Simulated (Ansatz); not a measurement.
Abridged Ansatz (a first-principles code) output:

```
Pseudopotential: Ba, paw, valence charge 10
Pseudopotential: Sn, paw, valence charge 14
Pseudopotential: O, paw, valence charge 6
Crystal: 5 atoms, lattice volume = 68.768 Å³
Basis set: ecut = 420 eV, 1357 PW (Γ), exchange–correlation on 60×60×60 points (8 copies of the dense FFT grid, shifted against one another)
Bands: 26, of which v1, the nominal top of the filled ones, is band 21 counted from 1 (20 counted from 0)
Symmetry: 48 space group operations
k-points: 20 of 216
Functional: x = pbe(κ = 0.804, μ = 0.2195149727645171), c = pbe(β = 0.06672455060314922), warm-up for x = pbe(κ = 0.804, μ = 0.2195149727645171) + 0.25 (exact …
SCF iter   1: F=—  HF=-13679.381984 eV  |F-HF|=—  |Δ(HF+E_count)|=         —  Δρ=1.46e-3  dr2=1.01e-3  ethr=1.77e-3  ⟨swp⟩=14.3  Hψ=2813  notcnv=2
SCF iter   2: F=-13679.384306 eV  HF=-13679.384134 eV  |F-HF|=1.72e-4  |Δ(HF+E_count)|=   2.15e-3  Δρ=4.37e-4  dr2=4.59e-5  ethr=1.10e-7  ⟨swp⟩=3.8  Hψ=3409  notcnv=0  defer=52
SCF 1 stopped early in 2 iterations: F = -13679.384306 eV  dr2 = 4.59e-5
Crystal: 5 atoms, lattice volume = 68.768 Å³
Functional: x = pbe(κ = 0.804, μ = 0.2195149727645171) + 0.25 (exact − pbe) at short range (hse, ω = 0.20786987370883472 Å⁻¹), c = pbe(β = 0.06672455060314922); HSE06 as pw.x's `hse` composes it (authors' and Libxc's form: `xc: wpbeh`)
SCF iter   1: F=—  HF=-13687.970392 eV  |F-HF|=—  |Δ(HF+E_count)|=         —  Δρ=8.78e-3  dr2=4.99e-2  ethr=1.09e-6  ⟨swp⟩=12.5  Hψ=3174  notcnv=0
SCF iter   2: F=—  HF=-13687.956383 eV  |F-HF|=—  |Δ(HF+E_count)|=   1.40e-2  Δρ=5.62e-3  dr2=9.34e-3  ethr=1.09e-6  ⟨swp⟩=6.7  Hψ=2335  notcnv=0  defer=7
SCF 2 stopped early in 6 iterations: F = -13687.970811 eV  dr2 = 8.60e-6
Crystal: 5 atoms, lattice volume = 68.768 Å³
SCF iter   1: F=—  HF=-13687.970209 eV  |F-HF|=—  |Δ(HF+E_count)|=         —  Δρ=5.80e-5  dr2=2.55e-6  ethr=1.05e-6  ⟨swp⟩=6.5  Hψ=1272  notcnv=0
SCF iter   2: F=—  HF=-13687.970211 eV  |F-HF|=—  |Δ(HF+E_count)|=   1.92e-6  Δρ=2.11e-5  dr2=2.70e-7  ethr=2.83e-10  ⟨swp⟩=4.0  Hψ=2836  notcnv=0  defer=16
SCF 3 converged in 3 iterations: F = -13687.970213 eV  dr2 = 7.09e-8
Free energy (F): -13687.970213 eV
Internal energy: -13687.970213 eV  (E = F + TS)
E sigma→0 (E₀):  -13687.970213 eV
Fermi energy:    10.703182 eV
```

Task: What was computed, and what are the main results?

Result: BaSnO3, 5 atoms in the cell, with Kohn–Sham DFT with the HSE06 functional, run in Ansatz with PAW and 420 eV plane waves, spin-orbit coupling left out. The last SCF converged to F = -13687.970213 eV, or -2737.5940 eV per atom. The total energy compares only with runs of the same code, potentials and settings.

Single points use the geometry relaxed with r2SCAN. HSE06 was sampled on its mesh, a few special points and the semilocal edge points, so its gap is an upper bound. Load acts through the strain it causes; cell and atoms are relaxed under it. Whether these cells are dynamically stable was not tested. The cell was made from BaSnO₃ in the cubic perovskite structure (space group Pm-3m, No. 221) by this change: pressure 4.2 GPa.
